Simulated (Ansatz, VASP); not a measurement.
# One calculation of Si, two programs

INCAR

```
PREC = Accurate ; ENCUT = 520
EDIFF = 1E-6 ; ISMEAR = -1
SIGMA = 0.05 ; LREAL = F
LASPH = T ; NELM = 100
ALGO = Normal ; ISIF = 2
LWAVE = F ; LCHARG = T
LELF = T ; LVHAR = T
NBANDS = 11
```

File KPOINTS:

```
regular mesh
0
Gamma
  3 3 3
```

File POSCAR:

```
Si
1.0
    0.0000000000      2.7016643793      2.7016643793
    2.7016643793      0.0000000000      2.7016643793
    2.7016643793      2.7016643793      0.0000000000
Si
2
Direct
    0.5000000000      0.5000000000      0.5000000000
    0.7500000000      0.7500000000      0.7500000000
```

Input for Ansatz:

```yaml
crystal:
  lattice:
    - [0.0, 2.7016643793, 2.7016643793]
    - [2.7016643793, 0.0, 2.7016643793]
    - [2.7016643793, 2.7016643793, 0.0]
  atoms:
    - { symbol: Si, position: [0.5, 0.5, 0.5] }
    - { symbol: Si, position: [0.75, 0.75, 0.75] }
hamiltonian:
  xc: lda
  pseudopotentials:
    kind: paw
    azcp:
      Si: "pseudopotentials/Si.paw.azcp"
basis:
  ecutwfc: 420
  fft_grid_basis: typed
kpoints:
  mp_grid: { grid: [3, 3, 3], shift: [0, 0, 0] }
magnetization:
  spin_polarized: false
scf:
  occupations: { method: fermi_dirac, width: 0.05 }
  lower_state_search: "off"
output:
  stress: true
```

Alike in both runs: task single point; functional LDA; k mesh 3 × 3 × 3; occupations fermi-dirac, width 0.05 eV; no spin polarisation.

|  | VASP | Ansatz |
| --- | --- | --- |
| version | VASP 6.6.1 | Ansatz 0.2.0 |
| potentials or method | VASP PAW LDA potentials, release 64 (Si) | plane waves (420 eV) with PAW, scalar-relativistic |
| plane-wave cutoff (eV) | 520 | 420 |
| valence electrons in the cell | 8 | 8 |

Ansatz gave:

```
pressure (GPa) : 1.9
```

Question: Estimate VASP's values.

Answer: Pressure (GPa): 2.0.

Ansatz warned: «pseudo_functional_mismatch».

Caveats: the k mesh is coarse (spacing up to 0.67 Å⁻¹), so the values aren't converged. A k mesh can miss the band edges.
